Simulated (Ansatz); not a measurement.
**Two Ansatz runs on Ti**

The cell is COD entry 9008517, as deposited and not checked against the literature; nothing was relaxed. The listed cell was then made from it by scaling, straining or moving an atom.

First run: DFT, PBE, all-electron LAPW, scalar-relativistic (Ansatz 0.2.0).

Command: `ansatz run input.yaml --threads 1 --pin off --max-ram 2048MiB --backend cpu --events-out ev --progress --plain --runs-dir out` The run took 85 s on 1 thread of Arm Neoverse V1, on a shared host, peak memory 1 GiB.

```yaml
crystal:
  lattice:
    - [2.9499978604, 0.0, 0.0]
    - [-1.4749989302, 2.5547730882, 0.0]
    - [0.0, 0.0, 4.686]
  atoms:
    - { symbol: Ti, position: [0.3425947922, 0.6734465252, 0.2536963295] }
    - { symbol: Ti, position: [0.6666666667, 0.3333333333, 0.75] }
kpoints:
  mp_grid: { grid: [13, 13, 7] }
scf:
  occupations: { method: fermi_dirac, width: 0.08 }
hamiltonian:
  xc: pbe
  pseudopotentials: { kind: all_electron, lapw: { basis_error: 0.0005 } }
output:
  forces: true
  stress: true
  eigenvalues: true
```

Result: converged; pressure -1.57 GPa; largest force 0.057 eV/Å; no gap on the k mesh; 8 SCF iterations.

The input is then changed:

```diff
@@ -10,5 +10,5 @@
   mp_grid: { grid: [13, 13, 7] }
 scf:
-  occupations: { method: fermi_dirac, width: 0.08 }
+  occupations: { method: cold, width: 0.01 }
 hamiltonian:
   xc: pbe
@@ -18,3 +18,5 @@
   stress: true
   eigenvalues: true
+basis:
+  xc_grid: 1
```

**Question.** What does the second run give?

**Answer.** It converged; energy at zero smearing -0.3 meV/atom from the first run; pressure -1.65 GPa; largest force 0.056 eV/Å; no gap on the k mesh; 8 SCF iterations.
